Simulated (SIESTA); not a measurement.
Crystal: SiNi3.

```
CELL_PARAMETERS angstrom
3.54200 0.00000 0.00000
0.00000 3.54200 0.00000
0.00000 0.00000 3.54200
ATOMIC_POSITIONS crystal
Ni 0.50000 0.50000 0.00000
Ni 0.50000 0.00000 0.50000
Ni 0.00000 0.50000 0.50000
Si 0.00000 0.00000 0.00000
```

Program: SIESTA 5.4.2. Alike in all runs: task band structure; level PBEsol; spin collinear, ferromagnetic start; cell as given; k mesh 8 × 8 × 8; smearing fermi-dirac 0.05 eV; grid cutoff 800 Ry; energy shift 0.003 Ry. Hardware: 1 thread of Arm Neoverse V2, with other jobs on the host.

Question: Order these runs on this cell by their wall time, lowest first.
A. potentials or basis PseudoDojo 0.4 standard (PBEsol files), SZ (energy shift 0.003 Ry)
B. potentials or basis PseudoDojo 0.4 standard (PBEsol files), TZP (energy shift 0.003 Ry; two zetas on semicore shells)
C. potentials or basis PseudoDojo 0.4 standard (PBEsol files), SZP (energy shift 0.003 Ry)

Answer: A (63 s), C (210 s), B (440 s).

Caveats: the basis has no polarisation orbitals (some runs).
